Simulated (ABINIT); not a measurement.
**BAs: relaxation of cell and atoms with LDA**

The system is BAs.

```
CELL_PARAMETERS angstrom
0.00000 2.38850 2.38850
2.38850 0.00000 2.38850
2.38850 2.38850 0.00000
ATOMIC_POSITIONS crystal
As 0.75000 0.75000 0.75000
B 0.00000 0.00000 0.00000
```

```json
{
 "Program": "ABINIT 10.8.3 (patched build)",
 "Task": "relaxation of cell and atoms",
 "Functional": "LDA",
 "Potentials or basis": "JTH PAW LDA v2.0",
 "Cutoff": "272 eV",
 "k mesh": "8 × 8 × 8",
 "Occupations": "fermi-dirac, width 0.05 eV",
 "Spin": "no spin polarisation",
 "Cell freedom (optcell)": "2",
 "Optimiser (ionmov)": "22",
 "Cutoff smearing ecutsm (Ha)": "0.5",
 "Force stop (Ha/bohr)": "2e-05",
 "Fine-grid cutoff": "544.228 eV"
}
```

| Property | Result |
| --- | --- |
| Band gap on the k mesh | 1.12 eV, indirect (least direct gap 3.29 eV) |

It took 14 s on 1 thread of Arm Neoverse V2 (shared host), peak memory 0.07 GiB.

 Expect the measured gap to be larger: semilocal functionals such as LDA lack the derivative discontinuity.
